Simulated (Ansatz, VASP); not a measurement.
Two plane-wave programs on Ag

Contents of INCAR:

```
  PREC = Accurate
  ENCUT = 520
  EDIFF = 1E-7
  ISMEAR = -1
  SIGMA = 0.05
  LREAL = False
  LASPH = True
  NELM = 60
  ALGO = Normal
  ISIF = 2
  LWAVE = False
  LCHARG = False
  LMAXMIX = 4
  GGA = B5
  ALDAX = 1.0
  AGGAX = 1.0
  AGGAC = 1.0
  ALDAC = 0.0
  NBANDS = 12
```

The input KPOINTS:

```
Automatic mesh
0
Gamma
  11 11 11
```

File POSCAR:

```
Ag
1.0
    0.0000000000      2.0427500000      2.0427500000
    2.0427500000      0.0000000000      2.0427500000
    2.0427500000      2.0427500000      0.0000000000
Ag
1
Direct
    0.0000000000      0.0000000000      0.0000000000
```

Contents of KPOINTS_OPT:

```
path GXWKGLUWLK,UX
15
line-mode
reciprocal
 0.0000000000  0.0000000000  0.0000000000  G
 0.5000000000  0.0000000000  0.5000000000  X

 0.5000000000  0.0000000000  0.5000000000  X
 0.5000000000  0.2500000000  0.7500000000  W

 0.5000000000  0.2500000000  0.7500000000  W
 0.3750000000  0.3750000000  0.7500000000  K

 0.3750000000  0.3750000000  0.7500000000  K
 0.0000000000  0.0000000000  0.0000000000  G

 0.0000000000  0.0000000000  0.0000000000  G
 0.5000000000  0.5000000000  0.5000000000  L

 0.5000000000  0.5000000000  0.5000000000  L
 0.6250000000  0.2500000000  0.6250000000  U

 0.6250000000  0.2500000000  0.6250000000  U
 0.5000000000  0.2500000000  0.7500000000  W

 0.5000000000  0.2500000000  0.7500000000  W
 0.5000000000  0.5000000000  0.5000000000  L

 0.5000000000  0.5000000000  0.5000000000  L
 0.3750000000  0.3750000000  0.7500000000  K

 0.6250000000  0.2500000000  0.6250000000  U
 0.5000000000  0.0000000000  0.5000000000  X
```

The input input.yaml:

```yaml
crystal:
  lattice:
    - [0.0, 2.04275, 2.04275]
    - [2.04275, 0.0, 2.04275]
    - [2.04275, 2.04275, 0.0]
  atoms:
    - { symbol: Ag, position: [0.0, 0.0, 0.0] }
hamiltonian:
  xc: blyp
  pseudopotentials: { kind: paw }
kpoints:
  mp_grid: { grid: [11, 11, 11] }
  band_path:
    path:
      - [[0.0, 0.0, 0.0], [0.5, 0.0, 0.5], [0.5, 0.25, 0.75], [0.375, 0.375, 0.75], [0.0, 0.0, 0.0], [0.5, 0.5, 0.5], [0.625, 0.25, 0.625], [0.5, 0.25, 0.75], [0.5, 0.5, 0.5], [0.375, 0.375, 0.75]]
      - [[0.625, 0.25, 0.625], [0.5, 0.0, 0.5]]
    npoints: 14
scf:
  occupations: { method: fermi_dirac, width: 0.05 }
  n_extra_bands: 6
output:
  forces: true
  stress: true
  eigenvalues: true
  fatbands: false
```

Alike in both runs: task band structure; functional BLYP; k mesh 11 × 11 × 11; occupations fermi-dirac, width 0.05 eV; no spin polarisation.

|  | VASP | Ansatz |
| --- | --- | --- |
| version | VASP 6.6.1 | Ansatz 0.2.0 |
| potentials or method | VASP PAW PBE potentials, release 64 (Ag) | Ansatz PAW |
| plane-wave cutoff (eV) | 520 | 420 |
| valence electrons in the cell | 11 | 19 |

|  | VASP | Ansatz | Ansatz less VASP |
| --- | --- | --- | --- |
| gap on the k mesh at the Fermi level (eV) | none | none | - |
| pressure (GPa) | 12.1 | 11.9 | -0.16 |

A gap of «none» marks a metal or a gap that the smearing closes. With one functional, cell and mesh, what is left measures potentials, basis and numerics. The two sets of potentials don't hold the same shells in valence.

Caveats: the PAW data sets were made with another functional, which shifts forces and pressure a little (VASP); the PAW data sets come from PBE, with cores solved anew for the run's functional, which leaves a small shift of forces and pressure (Ansatz).
